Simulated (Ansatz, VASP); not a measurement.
**Ni in VASP and in Ansatz**

File INCAR:

```
SYSTEM = Ni
ALGO = Normal
EDIFF = 1E-7
ENCUT = 520
GGA = PS
ISIF = 2
ISMEAR = -1
ISPIN = 2
LASPH = .True.
LCHARG = .False.
LMAXMIX = 4
LORBIT = 11
LREAL = .False.
LWAVE = .False.
MAGMOM = 1
NBANDS = 15
NELM = 150
PREC = Accurate
SIGMA = 0.05
```

KPOINTS

```
k-points
0
Gamma
  11 11 11
  0 0 0
```

POSCAR

```
Ni
1.0
    0.0000000000      1.7375729330      1.7028214743
    1.7375729330      0.0000000000      1.7028214743
    1.7375729330      1.7375729330      0.0000000000
Ni
1
Direct
    0.0000000000      0.0000000000      0.0000000000
```

File input.yaml:

```yaml
crystal:
  lattice:
    - [0.0, 1.737572933, 1.7028214743]
    - [1.737572933, 0.0, 1.7028214743]
    - [1.737572933, 1.737572933, 0.0]
  atoms:
    - { symbol: Ni, position: [0.0, 0.0, 0.0], spin: 1.0 }
hamiltonian:
  xc: pbesol
  pseudopotentials: { kind: paw }
magnetization:
  spin_polarized: true
kpoints:
  mp_grid: { grid: [11, 11, 11] }
scf:
  occupations: { method: fermi_dirac, width: 0.05 }
output:
  forces: true
  stress: true
  eigenvalues: true
  write_density: true
  write_potential: true
  elf: true
  volumetric_format: npy
```

Alike in both runs: task single point; functional PBEsol; k mesh 11 × 11 × 11; occupations fermi-dirac, width 0.05 eV; collinear spin.

|  | VASP | Ansatz |
| --- | --- | --- |
| version | VASP 6.6.1 | Ansatz 0.2.0 |
| potentials or method | VASP PAW PBE potentials, release 64 (Ni) | Ansatz PAW |
| plane-wave cutoff (eV) | 520 | 420 |
| valence electrons in the cell | 10 | 18 |

Ansatz gave:

```
gap on the k mesh at the Fermi level (eV)                     : none
pressure (GPa)                                                : 2.0
largest component of the traceless stress (GPa)               : 1.95
net moment per atom (μB)                                      : 0.57
size of the moment on the site where the two differ most (μB) : 0.61
```

Q: Which values does VASP return?

A: gap on the k mesh at the Fermi level (eV): none; pressure (GPa): 1.9; largest component of the traceless stress (GPa): 1.88; net moment per atom (μB): 0.57; size of the moment on the site where the two differ most (μB): 0.58.

Site moments also hang on the region over which each program counts them. A gap of «none» marks a metal or a gap that the smearing closes. The two sets of potentials don't hold the same shells in valence.

Caveats: the PAW data sets were made with another functional, which shifts forces and pressure a little (VASP); the PAW data sets come from PBE, with cores solved anew for the run's functional, which leaves a small shift of forces and pressure (Ansatz).
